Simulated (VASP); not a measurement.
CdSe:

```
CELL_PARAMETERS angstrom
0.00000 3.07027 3.07027
3.07027 0.00000 3.07027
3.07027 3.07027 0.00000
ATOMIC_POSITIONS crystal
Cd 0.00000 0.00000 0.00000
Se 0.25000 0.25000 0.25000
```

The cell was built by a generator and needn't be a form met in nature.

| Quantity | Value |
| --- | --- |
| Program | VASP 6.6.1 |
| Task | relaxation of cell and atoms |
| Functional | PBEsol |
| Potentials or basis | VASP PAW PBE potentials, release 64 (Cd, Se) |
| Cutoff | 600 eV |
| k mesh | 8 × 8 × 8 |
| Occupations | gaussian, width 0.03 eV |
| Spin | no spin polarisation |

At the start: pressure -1.1 GPa; volume 28.94 Å³/atom.

**Question.** Where does the relaxation end?

**Answer.** Over 3 steps the energy falls by 2.5 meV/atom and the volume is 28.27 Å³/atom (-2.3 %); space group F-43m (No. 216, to 0.05 Å).

The path:
| step | energy change (eV) | largest force (eV/Å) | pressure (GPa) | volume (Å³) |
| --- | --- | --- | --- | --- |
| 1 | 0.0000 | 0.0000 | -1.15 | 57.88 |
| 2 | -0.0045 | 0.0000 | 0.33 | 56.16 |
| 3 | -0.0049 | 0.0000 | 0.02 | 56.53 |

Final structure:
```
Cd Se
1.0
     0.00000    3.04621    3.04621
     3.04621    0.00000    3.04621
     3.04621    3.04621    0.00000
Cd Se
1 1
Direct
  0.00000 0.00000 0.00000
  0.25000 0.25000 0.25000
```

Caveat: the PAW data sets were made with another functional, which shifts forces and pressure a little.
